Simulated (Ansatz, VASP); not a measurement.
## Si: VASP beside Ansatz

```xyz
4
Lattice="-3.2805 3.2805 1.8964 3.2805 -3.2805 1.8964 3.2805 3.2805 -1.8964" Properties=species:S:1:pos:R:3 pbc="T T T"
Si   -2.1074    2.1074    1.8964
Si    2.1074   -2.1074    1.8964
Si    2.1074    2.1074    1.8964
Si    1.1731    1.1731    0.0000
```

Change from the starting cell: volume scaled by 0.96.

Alike in both runs: task single point; functional PBE; k mesh 8 × 8 × 8; occupations fermi-dirac, width 0.05 eV; no spin polarisation.

|  | VASP | Ansatz |
| --- | --- | --- |
| version | VASP 6.6.1 | Ansatz 0.2.0 |
| potentials or method | VASP PAW PBE potentials, release 64 (Si) | Ansatz PAW |
| plane-wave cutoff (eV) | 520 | 420 |
| valence electrons in the cell | 16 | 16 |

Ansatz gave:

```
gap on the k mesh at the Fermi level (eV)       : 0.19
least direct gap on the mesh (eV)               : 0.34
pressure (GPa)                                  : 5.3
largest component of the traceless stress (GPa) : 0.14
rms of the force components (eV/Å)              : 0.030
```

**Question.** Estimate VASP's values.

**Answer.** gap on the k mesh at the Fermi level (eV): 0.20; least direct gap on the mesh (eV): 0.34; pressure (GPa): 5.2; largest component of the traceless stress (GPa): 0.12; rms of the force components (eV/Å): 0.030.

Atom by atom the forces differ by 0.000 eV/Å (rms over components).

A k mesh can miss the band edges.
